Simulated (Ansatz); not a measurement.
The following input was run with Ansatz 0.2.0.

```yaml
crystal:
  lattice:
    - [3.9798102787, 0.0, 0.0]
    - [-1.9899051393, 3.4466168036, 0.0]
    - [0.0, 0.0, 5.02387811]
  atoms:
    - { symbol: Ni, position: [0.66666667, 0.33333333, 0.25] }
    - { symbol: Ni, position: [0.33333333, 0.66666667, 0.75] }
    - { symbol: Ni, position: [0.0, 0.0, 0.0] }
    - { symbol: Ni, position: [0.0, 0.0, 0.5] }
    - { symbol: Ge, position: [0.66666667, 0.33333333, 0.75] }
    - { symbol: Ge, position: [0.33333333, 0.66666667, 0.25] }
basis:
  ecutwfc: 500
kpoints:
  mp_grid: { grid: [12, 12, 8] }
hamiltonian:
  xc: r2scan
scf:
  occupations: { method: gaussian, width: 0.1 }
output:
  forces: true
  stress: true
  eigenvalues: true
  populations: true
```

Launched with
```bash
ansatz run input.yaml --threads 1 --pin off --max-ram 2560MiB --backend cpu --events-out ev --progress --plain --runs-dir out
```

All numbers below come from DFT r2SCAN, scalar-relativistic, plane waves, PAW (Ansatz 0.2.0).

Abridged output (final results; tables in files aren't shown):

```
SCF 1 converged in 11 iterations: F = -31988.352409 eV  dr2 = 5.72e-8
SCF converged after 11 iterations
Free energy (F): -31988.352409 eV
Harris-Foulkes:  -31988.352409 eV  (|F-HF|=5.07e-8)
Internal energy: -31988.334043 eV  (E = F + TS)
E sigma→0 (E₀):  -31988.343226 eV
Entropy (-TS):   -0.018366 eV (-3.061 meV/atom)
Fermi energy:    18.082037 eV
--- Per-component energies (eV) ---
  E_band       = -1297.954936
  E_kinetic    = 1367.402104
  E_local      = -17829.793424  (includes V_loc(G=0)·N_el)
  E_nonlocal   = 3425.753688
  E_hartree    = 7620.595002
  E_xc         = -455.859612
  E_vxc        = -607.993061  (∫ρ·V_xc dr)
  E_paw        = -10668.739975  (= ΣΔE_a)
  E_vpaw       = -2937.235030  (= ΣTr[D̂ρ^β])
  E_aug_tail   = 0.000957  (compensation charges beyond the density's cutoff)
  E_vtau       = 42.702743  (kinetic-family band-sum trace: ∫τ·v_τ [+ j·A + Jᵃ·Aᵃ] dr)
  E_ewald      = -15444.320977
  E_core_change = -3.371806  (= ΣΔE_core)
  E_smearing   = -0.018366  (= −TS)
--- Forces (eV/Å), atoms counted from 1 ---
  atom   1  Ni     0.00000000     0.00000000     0.00000000
  atom   2  Ni     0.00000000     0.00000000     0.00000000
  atom   3  Ni     0.00000000     0.00000000     0.00000000
  atom   4  Ni     0.00000000     0.00000000     0.00000000
  atom   5  Ge     0.00000000     0.00000000     0.00000000
  atom   6  Ge     0.00000000     0.00000000     0.00000000
--- Stress (GPa, compression-positive) ---
        0.097094       0.000000       0.000000
        0.000000       0.097094       0.000000
        0.000000       0.000000       0.740413
  P = ⅓ Tr σ = 0.3115 GPa (3.115 kbar)
--- Band table (eV; the first three rows and the last of 95) ---
  k-point 0: bands = ["-88.9304", "-88.9298", "-88.6488", "-88.6387", "-47.9225", "-47.9225", "-47.9207", "-47.9207", "-47.8011", "-47.7977", "-47.6614", "-47.5772", "-47.5772", "-47.5700", "-47.5700", "-47.5505", "-7.4811", "-7.4710", "-7.4497", "-7.4497", "-7.4141", "-7.4141", "-7.4110", "-7.4110", "-7.4108", "-7.4108", "4.4963", "8.8209", "11.4654", "12.9953", "12.9953", "14.1783", "14.1783", "14.4731", "14.6073", "14.6073", "15.0443", "15.0443", "16.0886", "16.0886", "16.3577", "16.7938", "16.7938", "16.8250", "16.8250", "17.0372", "17.4701", "17.4701", "18.2031", "20.5123", "20.8745", "20.8745", "21.0638", "21.0638", "21.4339", "22.8161", "22.8161", "22.9060", "27.1810", "27.1810"]
  k-point 1: bands = ["-88.9304", "-88.9298", "-88.6484", "-88.6390", "-47.9224", "-47.9224", "-47.9207", "-47.9207", "-47.8010", "-47.7978", "-47.6572", "-47.5770", "-47.5770", "-47.5703", "-47.5703", "-47.5547", "-7.4802", "-7.4708", "-7.4489", "-7.4489", "-7.4185", "-7.4185", "-7.4101", "-7.4101", "-7.4079", "-7.4079", "4.5926", "8.4253", "11.8198", "13.0166", "13.0166", "14.0425", "14.0425", "14.4924", "14.7122", "14.7122", "15.0411", "15.0411", "16.1498", "16.1498", "16.2996", "16.7958", "16.7958", "16.8178", "16.8178", "17.0446", "17.4263", "17.4263", "18.3402", "20.5588", "20.9087", "20.9087", "21.0612", "21.1678", "21.1678", "22.6893", "22.6893", "23.2894", "26.2376", "26.2376"]
  k-point 2: bands = ["-88.9303", "-88.9299", "-88.6473", "-88.6401", "-47.9222", "-47.9222", "-47.9209", "-47.9209", "-47.8007", "-47.7983", "-47.6452", "-47.5762", "-47.5762", "-47.5711", "-47.5711", "-47.5668", "-7.4777", "-7.4705", "-7.4465", "-7.4465", "-7.4248", "-7.4248", "-7.4086", "-7.4086", "-7.4053", "-7.4053", "4.8790", "7.6171", "12.5176", "13.0820", "13.0820", "13.8008", "13.8008", "14.4920", "14.8644", "14.8644", "15.0364", "15.0364", "16.1815", "16.3142", "16.3142", "16.7994", "16.7994", "16.8030", "16.8030", "16.9416", "17.3006", "17.3006", "18.7976", "20.4912", "20.7815", "21.0129", "21.0129", "21.4468", "21.4468", "22.4188", "22.4188", "23.8429", "25.0171", "25.0171"]
  k-point 94: bands = ["-88.9299", "-88.9299", "-88.6438", "-88.6438", "-47.9232", "-47.9232", "-47.9219", "-47.9219", "-47.8013", "-47.8013", "-47.6047", "-47.6047", "-47.5757", "-47.5757", "-47.5702", "-47.5702", "-7.4686", "-7.4686", "-7.4348", "-7.4348", "-7.4297", "-7.4297", "-7.4133", "-7.4133", "-7.4106", "-7.4106", "8.0923", "8.0923", "11.2306", "11.2306", "12.1640", "12.1640", "14.2912", "14.2912", "15.1725", "15.1725", "15.3442", "15.3442", "15.6662", "15.6662", "15.9272", "15.9272", "16.5333", "16.5333", "16.7775", "16.7775", "16.9351", "16.9351", "16.9493", "16.9493", "17.8530", "17.8530", "23.6333", "23.6333", "24.8623", "24.8623", "26.3938", "26.3938", "27.3291", "27.3291"]
--- Löwdin populations: 6 sites ---
  site symbol q [e]
     0     Ni     17.5571
     1     Ni     17.5571
     2     Ni     17.5340
     3     Ni     17.5340
     4     Ge     14.5651
     5     Ge     14.5651
  spilling = 0.006875 (of n_electrons = 100.000000)
```

Self-consistency was reached.

The run took 2.5 min on 1 thread of AMD EPYC (Zen 3) (shared host), peak memory 0.75 GiB.